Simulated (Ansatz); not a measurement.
# CdTe (model cell, started as CsCl type): a soft mode frozen in, part 3 of 3

Which phase does CdTe (model cell, started as CsCl type) fall into along its unstable mode, and how much energy does it gain?

Ansatz 0.2.0; DFT PBEsol, scalar-relativistic, plane waves, PAW; PAW set soft_1.

So far. Step 4 (The mode frozen in, largest atomic shift 0.6 Å): The run ends at a pressure of 3.17 GPa, with forces up to 0.12 eV/Å. Step 5 (Energy along the mode, all amplitudes (two of the runs …): The lowest of the steps tried is the last one, at 0.6 Å, 199 meV/atom below the parent; the bottom of the well need not coincide with a step.

The structure was built from a prototype and need not be the compound's stable phase.

In doubt: the program warns that the response may not be converged on this k-mesh (step 8), which bears on the force constants and all frequencies.

### 7. The new phase in its own primitive cell

The relaxed structure is symmetrised, reduced to its primitive cell and relaxed tightly, as its phonons need.

input.yaml reads:

```yaml
crystal:
  lattice:
    - [4.6152466665, 0.0, 0.0]
    - [0.0, 4.6152466665, 0.0]
    - [0.0, 0.0, 5.6910759817]
  atoms:
    - { symbol: Cd, position: [0.5, 0.5, 0.0] }
    - { symbol: Cd, position: [0.0, 0.0, 0.0] }
    - { symbol: Te, position: [0.0, 0.5, 0.3048902509] }
    - { symbol: Te, position: [0.5, 0.0, 0.6951097491] }
kpoints:
  mp_grid: { grid: [8, 8, 6] }
hamiltonian:
  xc: pbesol
  pseudopotentials: { kind: paw, azcp: { folder: soft_1 }, xc_functional: pbe }
scf:
  occupations: { method: fixed }
output:
  forces: true
  stress: true
  eigenvalues: true
relax:
  adjacent_minimum: "off"
  f_tol: 0.001
  max_steps: 60
  cell: { stress_tol: 0.01 }
```

On the command line:

```
$ ansatz run input.yaml --threads 4 --pin off --max-ram 10240MiB --backend cpu --events-out ev --progress --plain --runs-dir out
```

Numbers of over 12 decimals in the logs are rounded to 6 here.

The program printed:

```text
[...]
Crystal: 4 atoms, lattice volume = 121.223 Å³
Basis set: ecut = 420 eV, 2379 PW (Γ), exchange–correlation on 64×64×80 points (8 copies of the dense FFT grid, shifted against one another)
Bands: 44, of which v1, the nominal top of the filled ones, is band 36 counted from 1 (35 counted from 0)
Symmetry: 16 space group operations
[...]
k-points: 60 of 384
[...]
--- Relaxed structure (4 steps of the walk, 4 accepted, 1 SCFs on fresh bases) ---
[...]
cell:  # Å, volume = 121.1242 Å³
    - [4.616756, 0, 0.0]
    - [0, 4.616756, 0.0]
    - [0.0, 0.0, 5.682728]
  atoms:
    - { symbol: Cd, position: [0.5, 0.5, 0] }
    - { symbol: Cd, position: [0, 0, 0] }
    - { symbol: Te, position: [0, 0.5, 0.305104] }
    - { symbol: Te, position: [0.5, 0, 0.694896] }
[key lines of the parts left out:]
SCF converged after 7 iterations
Free energy (F): -30172.577060 eV
Fermi energy:    9.191402 eV
P = ⅓ Tr σ = 0.0006 GPa (0.006 kbar)
```

Wall time 23 s (4 threads of Arm Neoverse V1, shared host); peak memory 0.58 GiB.

Step by step:

```csv
step,energy less that of the first step (eV),largest force component (eV/Å),pressure (GPa),volume (Å³)
1,0.0000,0.0016,-0.01,121.22
2,0.0000,0.0014,0.00,121.17
3,0.0000,0.0006,0.01,121.14
4,0.0000,0.0009,0.00,121.12
5*,0.0000,0.0009,0.00,121.12
```

Relaxation steps marked * repeat the geometry before them on a plane-wave basis chosen anew for their cell, so energy and pressure can jump there.

Forces are held to the 16 operations that the run works with; a distortion that breaks them can't arise in this run.

```csv
"conventional cell, symmetrised",before,after,change
a (Å),4.615,4.617,+0.0 %
b (Å),4.615,4.617,+0.0 %
c (Å),5.691,5.683,-0.1 %
volume (Å³/atom),30.31,30.28,-0.1 %
```

This step gave:

| Property | Result |
| --- | --- |
| pressure | 5.81e-4 GPa |
| gap on the k-mesh | 0.5001 eV |
| volume per atom | 30.28 Å³ |
| direct gap on mesh | 0.5001 eV |

The largest force component left is 0.85 meV/Å and the pressure is 0.001 GPa, within the tolerances set. The cell now holds 30.28 Å³/atom.

### 8. Modes of the new phase, k-mesh 8×8×6, occupations fixed

A relaxed structure may still be a saddle point, so its zone-centre modes are computed. The response to a homogeneous field gives the Born charges and the dielectric tensor, and its change with displacement the Raman tensors.

input.yaml, the sections that differ from step 7:

```yaml
crystal:
  lattice:
    - [4.6167563818, 0.0, 0.0]
    - [0.0, 4.6167563818, 0.0]
    - [0.0, 0.0, 5.6827276952]
  atoms:
    - { symbol: Cd, position: [0.5, 0.5, 0.0] }
    - { symbol: Cd, position: [0.0, 0.0, 0.0] }
    - { symbol: Te, position: [0.0, 0.5, 0.3051037403] }
    - { symbol: Te, position: [0.5, 0.0, 0.6948962597] }
output:
  eigenvalues: true
phonons:
  method: dfpt
  dielectric: true
  rigid_motions: translations
  raman: true
# kpoints, hamiltonian, scf: as in step 7
# relax: removed
```

The program printed:

```text
[...]
Crystal: 4 atoms, lattice volume = 121.124 Å³
Basis set: ecut = 420 eV, 2379 PW (Γ), exchange–correlation on 64×64×80 points (8 copies of the dense FFT grid, shifted against one another)
Bands: 44, of which v1, the nominal top of the filled ones, is band 36 counted from 1 (35 counted from 0)
Symmetry: 16 space group operations
k-points: 130 of 384 (irreducible under 2 space group operations, time reversal used)
[...]
SCF iter   1: F=—  HF=-30172.760670 eV  |F-HF|=—  |Δ(HF+E_count)|=         —  Δρ=2.18e-2  dr2=7.19e-1  ethr=3.10e-3  ⟨swp⟩=4.5  Hψ=18356  notcnv=0  defer=731
[...]
SCF iter  11: F=-30172.577060 eV  HF=-30172.577060 eV  |F-HF|=0.00e0  |Δ(HF+E_count)|=  1.20e-10  Δρ=9.57e-8  dr2=1.23e-11  ethr=1.00e-12  ⟨swp⟩=16.8  Hψ=39069  notcnv=0
SCF 1 converged in 11 iterations: F = -30172.577060 eV  dr2 = 1.23e-11
[...]
DFPT response loops at Γ: preconditioner auto → Resta (q_TF=auto, 2.502 Å⁻¹)  ε∞=11.0 (no band partly filled); β = 1.00, the filter's whole step (`scf.mixing.beta` (0.50) is not read by the response loops at its default; to damp them type it under 1.00, their step now; it binds the ground state too); Broyden in place of MSR1
── the response to a field inside a basis, on 10×10×8 k-points: an SCF that follows is theirs, and a resumed run solves both again ──
Bands: 37, of which v1, the nominal top of the filled ones, is band 36 counted from 1 (35 counted from 0)
k-points: 60
[...]
Eigensolver: Dense (60 Hₖ)
SCF iter   1: F=—  HF=-30172.511743 eV  |F-HF|=—  |Δ(HF+E_count)|=         —  Δρ=1.46e-4  dr2=8.15e-6  ethr=1.00e-1
[...]
SCF iter   7: F=-30172.511754 eV  HF=-30172.511754 eV  |F-HF|=1.09e-11  |Δ(HF+E_count)|=  2.55e-10  Δρ=1.04e-7  dr2=2.26e-11  ethr=1.00e-12
SCF 1 converged in 7 iterations: F = -30172.511754 eV  dr2 = 2.26e-11
[...]
WARN: field response: ε∞ stands inside a basis, on 10×10×8 points; the force constants stand on the 8×8×6 k-mesh, whose period is 9.07 times the interband length at k = (0.0000, 0.0000, 0.0000), direct gap 0.500 eV, under 14: take them and everything formed from them as unconverged, and compare with a denser kpoints.mp_grid
SCF converged after 11 iterations
Free energy (F): -30172.577060 eV
[...]
Internal energy: -30172.577060 eV  (E = F + TS)
E sigma→0 (E₀):  -30172.577060 eV
Fermi energy:    9.191402 eV
[...]
--- Band table (eV; the first three rows and the last of 130) ---
  k-point 0: bands = [... 32 lower, 6.5484, 8.4565, 9.1914, 9.1914, 9.6915, 10.1047, 11.6473, 13.0933, ... 4 higher]
  k-point 1: bands = [... 32 lower, 6.6702, 8.1937, 8.9402, 8.9402, 9.7603, 10.4568, 12.0018, 13.3185, ... 4 higher]
  k-point 2: bands = [... 32 lower, 7.0057, 7.7748, 8.3807, 8.3807, 9.9262, 11.3182, 12.5776, 12.6502, ... 4 higher]
  k-point 129: bands = [... 32 lower, 5.8818, 5.8818, 6.2309, 6.2309, 13.2848, 13.2848, 13.6604, 13.6604, ... 4 higher]
--- Phonons (Γ-DFPT): 4 representative perturbations + reference, on 130 of 384 k-points (Σ response iterations 12) ---
  k mesh reduced under 2 symmetry operations, with k and −k counted as one. Each operation leaves every solved perturbation unchanged. A smaller set is not considered because the run solves the response to a homogeneous field
  ASR residual: 8.431e-5 → 0.000e0 eV/Å²; symmetrization residual: 2.227e-5 eV/Å²
  ASR residual per site (eV/Å²): 8.43e-5 8.43e-5 3.34e-5 3.34e-5
  Γ frequencies (cm⁻¹): 0.00 0.00 0.00 37.12 37.12 84.49 101.22 101.22 124.45 131.77 131.77 157.28
  ε∞ (high-frequency dielectric tensor):
       11.804062     0.000000     0.000000
        0.000000    11.804062     0.000000
        0.000000     0.000000     9.550890
  ε⁰ (static dielectric tensor: ions relaxed, cell fixed):
       19.794764    -0.000000    -0.000000
       -0.000000    19.794764    -0.000000
       -0.000000    -0.000000    10.821630
  ε⁰ − ε∞ (ionic part):
        7.990703    -0.000000    -0.000000
       -0.000000     7.990703    -0.000000
       -0.000000    -0.000000     1.270740
  softest optical mode at Γ: 37.12 cm⁻¹; the repairs (sum rule, projections) moved no ω² at Γ by more than (0.92 cm⁻¹)²
  Born effective charges Z* (e; rows j = field, columns β = displacement):
    site 0:
         2.45391    0.00000    0.00000
         0.00000    2.45391   -0.00000
        -0.00000    0.00000    1.52054
    site 1:
         2.45391    0.00000    0.00000
         0.00000    2.45391   -0.00000
         0.00000    0.00000    1.52054
    site 2:
        -2.45391    0.00000    0.00000
         0.00000   -2.45391   -0.00000
        -0.00000    0.00000   -1.52054
    site 3:
        -2.45391    0.00000   -0.00000
         0.00000   -2.45391    0.00000
         0.00000    0.00000   -1.52054
  Z* charge neutrality: 1.936e-2 e pre-enforcement
  solved inside a basis spanned on kpoints, on 10×10×8 k-points transformed towards the longest dipole: ε∞ is read to err by 4.7e-2, Z* by 3.0e-2 e (field_mesh: kpoints solves on kpoints); Z* is corrected for what the basis lacks
  Raman tensors (in the event stream and the table raman_tensors.tsv): an entry may err by 3.7e1 Å², one of the second-order susceptibility by 4.5e-17 pm/V (basis, points and sum rule); their sum over the sites missed zero by 1.421e-14 Å² ahead of its enforcement
  optical modes at Γ without the LO–TO term, one row a degenerate level:
      ω (cm⁻¹)  modes    IR ((D/Å)²/amu)  static Raman (Å⁴/amu)  depolarisation
         37.12      2             0.0000               550.7805           0.750
         84.49      1             0.0000                49.0700           0.750
        101.22      2             9.2984                 0.0000               —
        124.45      1             0.0000              4071.5129           0.000
        131.77      2             0.0000               582.9365           0.750
        157.28      1             1.7851                 0.0000               —
  optical modes at Γ + LO–TO along q̂ = [1.0000, 0.0000, 0.0000]:
      ω (cm⁻¹)  modes    IR ((D/Å)²/amu)  static Raman (Å⁴/amu)  depolarisation
         37.12      2             0.0000               550.7805           0.750
         84.49      1             0.0000                49.0700           0.750
        101.22      1             4.6492                 0.0000               —
        124.45      1             0.0000              4071.5129           0.000
        131.07      1             4.6492                 0.0000               —
        131.77      2             0.0000               582.9365           0.750
        157.28      1             1.7851                 0.0000               —
  optical modes at Γ + LO–TO along q̂ = [0.0000, 1.0000, 0.0000]:
      ω (cm⁻¹)  modes    IR ((D/Å)²/amu)  static Raman (Å⁴/amu)  depolarisation
         37.12      2             0.0000               550.7805           0.750
         84.49      1             0.0000                49.0700           0.750
        101.22      1             4.6492                 0.0000               —
        124.45      1             0.0000              4071.5129           0.000
        131.07      1             4.6492                 0.0000               —
        131.77      2             0.0000               582.9365           0.750
        157.28      1             1.7851                 0.0000               —
  optical modes at Γ + LO–TO along q̂ = [0.0000, 0.0000, 1.0000]:
      ω (cm⁻¹)  modes    IR ((D/Å)²/amu)  static Raman (Å⁴/amu)  depolarisation
         37.12      2             0.0000               550.7805           0.750
         84.49      1             0.0000                49.0700           0.750
        101.22      2             9.2984                 0.0000               —
        124.45      1             0.0000              4071.5129           0.000
        131.77      2             0.0000               582.9365           0.750
        167.41      1             1.7851                 0.0000               —
```

It took 10 min on 4 threads; peak memory 2.6 GiB; 41 min of CPU time.

This step gave:

```yaml
sum_rule_residual_before_enforcement: 8.43e-5 eV/Å²
miss_of_the_charge_sum_rule: 0.01936 e
estimated_error_of_the_dielectric_tensor: 0.04707
estimated_error_of_the_born_charges: 0.03012 e
point_group: 4/mmm
highest_optical_mode_at_the_zone_centre_no_lo_to_term: 157.3 cm⁻¹
lowest_optical_zone_centre_mode: 37.12 cm⁻¹
mean_high_frequency_dielectric_constant: 11.05
largest_born_charge_third_of_the_trace: 2.143 e
mean_static_dielectric_constant: 16.80
top_of_the_zone_centre_spectrum_with_the_field: 167.4 cm⁻¹
```

Patterns of degenerate modes are one choice out of their space. Modes at Γ, with each element's share of the kinetic energy:

```csv
mode,frequency (cm⁻¹),symmetry,Cd %,Te %
1,0.0,acoustic,47,53
2,0.0,acoustic,47,53
3,0.0,acoustic,47,53
4,37.1,Eg,34,66
5,37.1,Eg,34,66
6,84.5,B1g,100,0
7,101.2,Eu,53,47
8,101.2,Eu,53,47
9,124.5,A1g,0,100
10,131.8,Eg,66,34
11,131.8,Eg,66,34
12,157.3,A2u,53,47
```

Displacements in mode 5 (37.1 cm⁻¹), the largest set to 1:
```
Cd1 -0.76  0.00  0.00
Cd2  0.76  0.00  0.00
Te3 -1.00  0.00  0.00
Te4  1.00  0.00  0.00
```

Displacements in mode 8 (101.2 cm⁻¹), the largest set to 1:
```
Cd1  1.00  0.08  0.00
Cd2  1.00  0.08  0.00
Te3 -0.88 -0.07  0.00
Te4 -0.88 -0.07  0.00
```

Optical modes at the zone centre, without and with the macroscopic field of the longitudinal modes; each column is sorted by frequency, so a row need not hold one and the same mode. Modes with and without the field, by row:

```csv
rank among optical modes,no field (cm⁻¹),"q along (1, 0, 0) (cm⁻¹)","q along (0, 0, 1) (cm⁻¹)"
1,37.1,37.1,37.1
2,37.1,37.1,37.1
3,84.5,84.5,84.5
4,101.2,101.2,101.2
5,101.2,124.5,101.2
6,124.5,131.1,124.5
7,131.8,131.8,131.8
8,131.8,131.8,131.8
9,157.3,157.3,167.4
```

Born charge (rows field, columns displacement) (e), principal values of the symmetric part by kind of site:

```csv
atom,atoms with these values,low,middle,high,mean
Cd1,2,1.52,2.45,2.45,2.14
Te3,2,-2.45,-2.45,-1.52,-2.14
```

In full for Cd1:

```
2.45 0.00 0.00
0.00 2.45 0.00
0.00 0.00 1.52
```

High-frequency dielectric tensor:

```
11.80  0.00  0.00
 0.00 11.80  0.00
 0.00  0.00  9.55
```

Static dielectric tensor (ions relaxed, fixed cell):

```
19.79  0.00  0.00
 0.00 19.79  0.00
 0.00  0.00 10.82
```

Transverse modes. Infrared lines, with heights relative to the strongest:

```csv
position (cm⁻¹),label,relative intensity
37,Eg,0.0
84,B1g,0.0
101,Eu,100
124,A1g,0.0
132,Eg,0.0
157,A2u,19
```

Activity x (w_L - w)^4 (n + 1)/w, 532 nm, 300 K; the tensors are static ones, while 532 nm light lies above the computed direct gap, where resonance would change the heights; modes without the macroscopic field alone. Raman lines, with heights relative to the strongest:

```csv
position (cm⁻¹),label,relative intensity
37,Eg,100
84,B1g,1.9
101,Eu,0.0
124,A1g,78
132,Eg,10
157,A2u,0.0
```

Before it was imposed, the acoustic sum rule was missed by 8.4e-5 eV/Å² and the charge sum rule by 0.019 e. Small misses are needed for a sound result but don't prove that mesh and cutoff are converged. The lowest optical mode is real, 37.1 cm⁻¹.

The log warns of the k mesh: “the force constants stand on the 8×8×6 k-mesh, whose period is 9.07 times the interband length at k = (0.0000, 0.0000, 0.0000), direct gap 0.500 eV, under 14: take them and everything formed from them as unconverged”.

### 9. What came out

- unstable mode of the parent: q = (0, -0.5, -0.5), 127i cm⁻¹
- depth at the lowest point sampled: 199 meV/atom
- largest atomic shift at that point: 0.6 Å
- space group reached (within 0.01 Å): P4/nmm
- energy gained over the parent (first relaxation, on the mesh of the frozen mode): 362 meV/atom
- volume per atom, phase reached: 30.3 Å³
- gap on the k-mesh, phase reached: 0.500 eV
- lowest optical zone-centre mode, phase reached: 37.1 cm⁻¹
- highest optical mode at the zone centre (no LO-TO term), phase reached: 157 cm⁻¹

In words: Along this mode the structure falls into P4/nmm, 362 meV/atom below the parent. At the parent's cell the well is 198.7 meV/atom deep on the steps tried, with its lowest point at a shift of 0.6 Å. That is the last step tried, so the steps alone don't bracket the bottom of the well. Relaxing atoms and cell changes the gain by +162.85 meV/atom against the lowest step (energies at zero smearing). The new phase has no imaginary mode at the zone centre of its cell; other wavevectors were not checked. Of the 2 patterns followed to their end from this parent, this one reaches the lowest energy. Each path keeps the symmetry of its pattern, so a lower phase may lie along a pattern not tried. With the field response the log warns that the k mesh is coarse for the force constants too, so the frequencies may not be converged. With no gap, or one that is small against the smearing, the frequencies hang on the k mesh and the smearing, most of all near Kohn anomalies. Spin-orbit coupling is left out, which can matter for the heavy elements here. The PAW files were made for PBE and serve the other functionals too. A phonon run warned that its eigensolver left some bands unconverged in a pass. The starting cell was built on a prototype and not taken from a measurement, so the phase need not exist.

[Logs are printed without paths, hosts, clocks, repeated set-up lines and the standing remarks that a program may print on its own settings, such as how far it seeks lower states.]

[Hosts, paths, dates, database ids (printed as entryN), source tags and the programs' standing remarks are cut or masked in the printed files.]
